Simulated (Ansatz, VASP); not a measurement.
# CdTe: VASP beside Ansatz

```
CELL_PARAMETERS angstrom
0.00000 3.26786 3.26786
3.26786 0.00000 3.26786
3.26786 3.26786 0.00000
ATOMIC_POSITIONS crystal
Cd 0.00000 0.00000 0.00000
Te 0.75000 0.75000 0.75000
```

Change from the starting cell: volume scaled by 1.06, PAW files.

Alike in both runs: task electric field gradients; functional PBE; k mesh 9 × 9 × 9; occupations fermi-dirac, width 0.08 eV; no spin polarisation.

|  | VASP | Ansatz |
| --- | --- | --- |
| version | VASP 6.6.1 | Ansatz 0.2.0 |
| potentials or method | VASP PAW PBE potentials, release 64 (Cd, Te) | PAW with Ansatz's default frozen-core files, scalar-relativistic |
| plane-wave cutoff (eV) | 520 | 420 |
| valence electrons in the cell | 18 | 36 |

```tsv
	VASP	Ansatz	Ansatz less VASP
pressure (GPa)	1.6	1.4	-0.12
Vzz of the field gradient on the site that differs most (V/Å²)	0.0	0.0	0.00
```

The two sets of potentials don't hold the same shells in valence. Ansatz warned: «gradients_without_spin_orbit».
